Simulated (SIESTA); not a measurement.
Crystal: Hf.

```
Hf
1.0
     0.00000    2.22000    2.22000
     2.22000    0.00000    2.22000
     2.22000    2.22000    0.00000
Hf
1
Direct
  0.00000 0.00000 0.00000
```

This isn't the form of Hf at room conditions, which is hcp.

```yaml
Program: SIESTA 5.4.2
Task: single point
Functional: PBE
Potentials_or_basis: PseudoDojo 0.4 standard (PBE files)
Basis: DZP (energy shift 0.003 Ry; two zetas on semicore shells)
Grid_cutoff: 800 Ry
Energy_shift: 0.003 Ry
k_mesh: 10 × 10 × 10
Occupations: fermi-dirac, width 0.05 eV
Spin: no spin polarisation
```

On this cell: pressure 4.2 GPa; band gap on the k mesh none (metal or under the smearing width).

The same run follows on a disturbed copy (cell strained at random at fixed volume):

```
Hf
1.0
    -0.04347    2.20748    2.21336
     2.16276   -0.04267    2.21256
     2.17201    2.21592   -0.05192
Hf
1
Direct
  0.00193 0.98878 0.99658
```

Problem. What does the disturbed cell give?

Solution. The energy (extrapolated to zero smearing) moves by +9.0 meV/atom; pressure 4.2 GPa; band gap on the k mesh none (metal or under the smearing width).

Stress tensor (GPa, compression positive):
```
4.96 1.28 1.80
1.28 3.97 1.66
1.80 1.66 3.81
```

Caveats: short orbitals over semicore shells can move pressures by several GPa; the basis of atomic orbitals isn't converged, which shifts pressures, moduli and gaps.
